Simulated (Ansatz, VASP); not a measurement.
**LiF in VASP and in Ansatz**

The input INCAR:

```
SYSTEM = LiF
ALGO = Normal ; EDIFF = 1E-6
EDIFFG = -0.01 ; ENCUT = 600
GGA = PE ; IBRION = 2
ISIF = 3 ; ISMEAR = 0
LASPH = .True. ; LCHARG = .False.
LREAL = .False. ; LWAVE = .False.
NELM = 80 ; NSW = 100
PREC = Accurate ; SIGMA = 0.02
```

KPOINTS

```
k-points
0
Gamma
  10 10 10
  0 0 0
```

The input POSCAR:

```
LiF
1.0
    0.0000000000      2.0335207381      2.0335207381
    2.0335207381      0.0000000000      2.0335207381
    2.0335207381      2.0335207381      0.0000000000
Li F
1 1
Direct
    0.5000000000      0.5000000000      0.5000000000
    0.0000000000      0.0000000000      0.0000000000
```

Input for Ansatz:

```yaml
crystal:
  lattice:
    - [0.0, 2.0335207381, 2.0335207381]
    - [2.0335207381, 0.0, 2.0335207381]
    - [2.0335207381, 2.0335207381, 0.0]
  atoms:
    - { symbol: Li, position: [0.5, 0.5, 0.5] }
    - { symbol: F, position: [0.0, 0.0, 0.0] }
basis:
  ecutwfc: 420
kpoints:
  mp_grid: { grid: [10, 10, 10] }
hamiltonian:
  xc: pbe
scf:
  occupations: { method: gaussian, width: 0.02 }
output:
  forces: true
  stress: true
  eigenvalues: true
  write_density: true
  write_potential: true
  elf: true
  volumetric_format: npy
relax:
  adjacent_minimum: "off"
  f_tol: 0.01
  max_steps: 80
  cell: { stress_tol: 0.05 }
```

Alike in both runs: task relaxation of cell and atoms; functional PBE; k mesh 10 × 10 × 10; occupations gaussian, width 0.02 eV; no spin polarisation.

|  | VASP | Ansatz |
| --- | --- | --- |
| version | VASP 6.6.1 | Ansatz 0.2.0 |
| potentials or method | VASP PAW PBE potentials, release 64 (Li_sv, F) | scalar-relativistic, plane waves, PAW |
| plane-wave cutoff (eV) | 600 | 420 |
| valence electrons in the cell | 10 | 10 |

Ansatz gave:

```
gap on the k mesh at the Fermi level, each at its own relaxed structure (eV) : 8.84
relaxed volume (Å³/atom)                                                     : 8.41
relaxed cell length with the largest relative difference (Å)                 : 2.876
```

Problem. Which values does VASP return?

Solution. gap on the k mesh at the Fermi level, each at its own relaxed structure (eV): 8.93; relaxed volume (Å³/atom): 8.32; relaxed cell length with the largest relative difference (Å): 2.865.

Caveats: the cutoff is under 1.25 times the usual one of these potentials, so pressure, stress and relaxed cells hold a basis-set (Pulay) error (VASP). A k mesh can miss the band edges. A hybrid or GW would open this gap; PBE tends to underestimate it.
